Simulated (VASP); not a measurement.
# Ni in VASP: settings compared, part 2 of 2

VASP 6.6.1. The steps go on from the part before.

## (3) Work function, PBE, collinear spin, ferromagnetic start

The input, INCAR:

```
SYSTEM = Ni
PREC = Accurate
ENCUT = 520
EDIFF = 1E-6
ISMEAR = 0
SIGMA = 0.1
LREAL = .FALSE.
LASPH = .TRUE.
NELM = 120
ALGO = Normal
ISIF = 2
LWAVE = .FALSE.
LCHARG = .TRUE.
ISPIN = 2
MAGMOM = 1 1 1 1 1 1 1
LORBIT = 11
LMAXMIX = 4
GGA = PE
LELF = .TRUE.
LVHAR = .TRUE.
LVACPOTAV = .TRUE.
```

The input, KPOINTS:

```
Automatic mesh
0
G
  12 12 1
  0 0 0
```

The input, POSCAR:

```
Ni
1.0
    2.4918442969      0.0000000000      0.0000000000
    1.2459221485      2.1580004634      0.0000000000
    0.0000000000      0.0000000000     26.2074940917
Ni
7
Direct
    0.0000000000      0.0000000000      0.2670991731
    0.3333333333      0.3333333333      0.3447327820
    0.6666666667      0.6666666667      0.4223663910
    0.0000000000      0.0000000000      0.5000000000
    0.3333333333      0.3333333333      0.5776336090
    0.6666666667      0.6666666667      0.6552672180
    0.0000000000      0.0000000000      0.7329008269
```

Potentials or basis: VASP PAW PBE potentials, release 64 (Ni).

On the command line:

```console
$ cat potpaw_PBE.64/Ni/POTCAR > POTCAR
$ mpirun -np 1 vasp_std > vasp.out
```

OUTCAR:

```text
SYSTEM = Ni
   PREC = Accurate
   ENCUT = 520
   EDIFF = 1E-6
   ISMEAR = 0
   LREAL = .FALSE.
   LASPH = .TRUE.
   NELM = 120
   ISIF = 2
   ISPIN = 2
   LORBIT = 11
   GGA = PE

 ion  position               nearest neighbor table
   1  0.000  0.000  0.267-   2 2.49   2 2.49   2 2.49
   2  0.333  0.333  0.345-   1 2.49   1 2.49   1 2.49   3 2.49   3 2.49   3 2.49
   3  0.667  0.667  0.422-   2 2.49   2 2.49   4 2.49   4 2.49   4 2.49   2 2.49
   4  0.000  0.000  0.500-   3 2.49   5 2.49   3 2.49   5 2.49   5 2.49   3 2.49
   5  0.333  0.333  0.578-   6 2.49   6 2.49   4 2.49   4 2.49   4 2.49   6 2.49
   6  0.667  0.667  0.655-   7 2.49   7 2.49   7 2.49   5 2.49   5 2.49   5 2.49
   7  0.000  0.000  0.733-   6 2.49   6 2.49   6 2.49

  LATTYP: Found a hexagonal cell.
 ALAT       =     2.4918442969
 C/A-ratio  =    10.5173080533

  Lattice vectors:

 A1 = (  -1.2459221485,  -2.1580004634,   0.0000000000)
 A2 = (   2.4918442969,   0.0000000000,   0.0000000000)
 A3 = (   0.0000000000,   0.0000000000,  26.2074940917)

Analysis of symmetry for initial positions (statically):
=====================================================================
 Subroutine PRICEL returns:
 Original cell was already a primitive cell.

 Routine SETGRP: Setting up the symmetry group for a
 hexagonal supercell.

 Subroutine GETGRP returns: Found 12 space group operations
 (whereof 12 operations were pure point group operations)
 out of a pool of 24 trial point group operations.

The static configuration has the point symmetry D_3d.

Analysis of symmetry for dynamics (positions and initial velocities):
=====================================================================
 Subroutine PRICEL returns:
 Original cell was already a primitive cell.

 Routine SETGRP: Setting up the symmetry group for a
 hexagonal supercell.

 Subroutine GETGRP returns: Found 12 space group operations
 (whereof 12 operations were pure point group operations)
 out of a pool of 24 trial point group operations.

The dynamic configuration has the point symmetry D_3d.

Analysis of structural, dynamic, and magnetic symmetry:
=====================================================================
 Subroutine PRICEL returns:
 Original cell was already a primitive cell.

 Routine SETGRP: Setting up the symmetry group for a
 hexagonal supercell.

 Subroutine GETGRP returns: Found 12 space group operations
 (whereof 12 operations were pure point group operations)
 out of a pool of 24 trial point group operations.

The overall configuration has the point symmetry D_3d.

 Subroutine INISYM returns: Found 12 space group operations
 (whereof 12 operations are pure point group operations),
 and found     1 'primitive' translations

----------------------------------------------------------------------------------------

                                     Primitive cell

  volume of cell :     140.9282

  direct lattice vectors                    reciprocal lattice vectors
     2.491844297  0.000000000  0.000000000     0.401309183 -0.231695965  0.000000000
     1.245922149  2.158000463  0.000000000     0.000000000  0.463391930  0.000000000
     0.000000000  0.000000000 26.207494092     0.000000000  0.000000000  0.038157025
[... 95 lines left out ...]
   ISYM   =      2    0-nonsym 1-usesym 2-fastsym
   POTIM  = 0.5000    time-step for ionic-motion
   TEBEG  =    0.0;   TEEND  =   0.0 temperature during run
   PSTRESS=    0.0 pullay stress
   NELECT =      70.0000    total number of electrons
   NUPDOWN=      -1.0000    fix difference up-down
   EMIN   =  10.00;   EMAX   =-10.00  energy-range for DOS
   EFERMI =   0.00;   METHOD = LEGACY
   ISMEAR =     0;   SIGMA  =   0.10  broadening in eV -4-tet -1-fermi 0-gaus
   EFERMI_NEDOS =   21; number of points for ismear=-14 and -15
   IALGO  =     38    algorithm
   IMIX   =      4    mixing-type and parameters
     AMIX     =   0.40;   BMIX     =  1.00
     AMIX_MAG =   1.60;   BMIX_MAG =  1.00
  volume/ion in A,a.u.               =      20.13       135.86
  Fermi-wavevector in a.u.,A,eV,Ry     =   1.296507  2.450043 22.870447  1.680930
  Thomas-Fermi vector in A             =   2.427959
   LORBIT       =     11    0 simple, 1 ext, 2 COOP (PROOUT), +10 PAW based schemes
   GGA     = PE    functional components
   LHFCALC =     F    Hartree Fock is set to
   AEXX    =    0.0000 exact exchange contribution
   IVDW    =     0    specifies the selected vdW correction
   LEPSILON=     F    determine dielectric tensor
   LRPA    =     F    only Hartree local field effects (RPA)
 spin polarized calculation
 Gauss-broadening in eV      SIGMA  =   0.10
  energy-cutoff  :      520.00
  volume of cell :      140.93
 maximum number of plane-waves:      3833
   NGX =  9   NGY =  9   NGZ = 97

 number of electron      70.0000012 magnetization       4.6997688

 Free energy of the ion-electron system (eV)
  ---------------------------------------------------
  ext. energy  EPLUGINS =         0.00000000
  ---------------------------------------------------
  free energy    TOTEN  =       -37.02246687 eV

  energy without entropy =      -36.95647600  energy(sigma->0) =      -36.98947143

 E-fermi :   2.8100     XC(G=0):  -7.8810

 val. band max:        2.8083690835   @ k =   0.2500   0.0833   0.0000
 cond. band min:       2.8109290109   @ k =   0.3333   0.1667   0.0000
 fundamental gap:      0.0025599274
 Fermi energy:         2.8100365053

 spin component 1

 k-point     1 :       0.0000    0.0000    0.0000
  band No.  band energies     occupation
      1      -5.9958      1.00000
      2      -5.4805      1.00000
      3      -4.6669      1.00000
      4      -3.6759      1.00000
      5      -2.7284      1.00000
      6      -2.1706      1.00000
[... 920 lines left out ...]
     45       9.7211      0.00000
     46       9.7211      0.00000
 Fermi energy:         2.8100365053

 spin component 2

 k-point     1 :       0.0000    0.0000    0.0000
  band No.  band energies     occupation
      1      -6.0316      1.00000
      2      -5.5142      1.00000
      3      -4.6959      1.00000
      4      -3.6736      1.00000
      5      -2.6315      1.00000
      6      -1.8858      1.00000
[... 920 lines left out ...]
     45       9.9707      0.00000
     46       9.9707      0.00000

------------------------ aborting loop because EDIFF is reached ----------------------------------------

  FORCE on cell =-STRESS in cart. coord.  units (eV):
  Direction    XX          YY          ZZ          XY          YZ          ZX
  --------------------------------------------------------------------------------------
  -------------------------------------------------------------------------------------
  Total       -1.8979309     -1.8979309     -1.1190308     -0.0000000      0.0000000      0.0000000
  in kB      -21.5770984    -21.5770984    -12.7219792     -0.0000000      0.0000000      0.0000000
  external PRESSURE =     -18.6253920 kB  Pullay stress =       0.0000000 kB

 VOLUME and BASIS-vectors are now :
 -----------------------------------------------------------------------------
  energy-cutoff  :      520.00
  volume of cell :      140.93
      direct lattice vectors                 reciprocal lattice vectors
     2.491844297  0.000000000  0.000000000     0.401309183 -0.231695965  0.000000000
     1.245922149  2.158000463  0.000000000     0.000000000  0.463391930  0.000000000
     0.000000000  0.000000000 26.207494092     0.000000000  0.000000000  0.038157025

 POSITION                                       TOTAL-FORCE (eV/Angst)
 -----------------------------------------------------------------------------------
      0.00000      0.00000      7.00000         0.000000      0.000000      0.189300
      1.24592      0.71933      9.03458        -0.000000     -0.000000     -0.124665
      2.49184      1.43867     11.06916         0.000000     -0.000000     -0.042206
      0.00000      0.00000     13.10375         0.000000      0.000000      0.000000
      1.24592      0.71933     15.13833        -0.000000      0.000000      0.042206
      2.49184      1.43867     17.17291         0.000000      0.000000      0.124665
      0.00000      0.00000     19.20749         0.000000      0.000000     -0.189300
 -----------------------------------------------------------------------------------
    total drift:                               -0.000000     -0.000000      0.000000

  FREE ENERGIE OF THE ION-ELECTRON SYSTEM (eV)
  ---------------------------------------------------
  free  energy   TOTEN  =       -37.0224668666 eV

  energy  without entropy=      -36.9564759981  energy(sigma->0) =      -36.98947143

 total charge

# of ion       s       p       d       tot
------------------------------------------
    1        0.487   0.377   8.302   9.167
    2        0.492   0.491   8.308   9.291
    3        0.497   0.493   8.308   9.299
    4        0.496   0.493   8.312   9.301
    5        0.497   0.493   8.308   9.299
    6        0.492   0.491   8.308   9.291
    7        0.487   0.377   8.302   9.167
--------------------------------------------------
tot          3.447   3.216  58.149  64.813

 magnetization (x)

# of ion       s       p       d       tot
------------------------------------------
    1       -0.005  -0.024   0.713   0.685
    2       -0.007  -0.026   0.744   0.711
    3       -0.005  -0.026   0.704   0.673
    4       -0.007  -0.027   0.696   0.662
    5       -0.005  -0.026   0.704   0.673
    6       -0.007  -0.026   0.744   0.711
    7       -0.005  -0.024   0.713   0.685
--------------------------------------------------
tot         -0.040  -0.178   5.019   4.801
```

Wall time 8.3 min (1 thread of Intel Xeon 6975P-C (Granite Rapids), shared host); peak memory 0.41 GiB.

Results:

| Item | Value |
| --- | --- |
| Free energy | -37.0225 eV |
| Largest force | 0.189 eV/Å |
| Band gap on the k mesh | none (metal or under the smearing width) |
| Net moment | 4.70 μB per cell |
| Site moments | Ni +0.69, +0.71, +0.67, +0.66 μB |
| Valence electrons inside the program's atomic spheres | Ni 9.17, 9.29, 9.30 |

Forces in eV/Å, atoms in the order of the input:
```
Ni   0.000  0.000  0.189
Ni   0.000  0.000 -0.125
Ni   0.000  0.000 -0.042
Ni   0.000  0.000  0.000
Ni   0.000  0.000  0.042
Ni   0.000  0.000  0.125
Ni   0.000  0.000 -0.189
```
